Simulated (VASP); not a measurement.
A run of VASP 6.6.1:

File INCAR:

```
SYSTEM = AlN
  ALGO = Normal
  EDIFF = 1E-7
  ENCUT = 520
  GGA = PE
  ISIF = 2
  ISMEAR = -1
  LASPH = .True.
  LCHARG = .False.
  LREAL = .False.
  LWAVE = .False.
  NBANDS = 16
  NELM = 60
  PREC = Accurate
  SIGMA = 0.02
```

KPOINTS

```
k-points
0
Gamma
  12 12 6
  0 0 0
```

The input POSCAR:

```
AlN
1.0
    3.2424562796      0.0000000000      0.0000000000
   -1.6212281398      2.8080495088      0.0000000000
    0.0000000000      0.0000000000      4.8401251923
Al N
2 2
Direct
    0.3333333333      0.6666666667     -0.0095925105
    0.6666666667      0.3333333333      0.4904074895
    0.3333333333      0.6666666667      0.3845925105
    0.6666666667      0.3333333333      0.8845925105
```

Potentials or basis: VASP PAW PBE potentials, release 64 (Al, N).

Run with:

```sh
$ cat potpaw_PBE.64/Al/POTCAR potpaw_PBE.64/N/POTCAR > POTCAR
$ mpirun -np 1 vasp_std > vasp.out
```

Hardware: 1 thread of Intel(R) Xeon(R) Platinum 8488C (Sapphire Rapids), with other jobs on the host.

**Question.** How long does it take, and how much memory?

**Answer.** Wall time 23 s on 1 thread of Intel(R) Xeon(R) Platinum 8488C (Sapphire Rapids), with other jobs on the host, peak memory 0.17 GiB. Counts: scf iterations 14, k points 76.
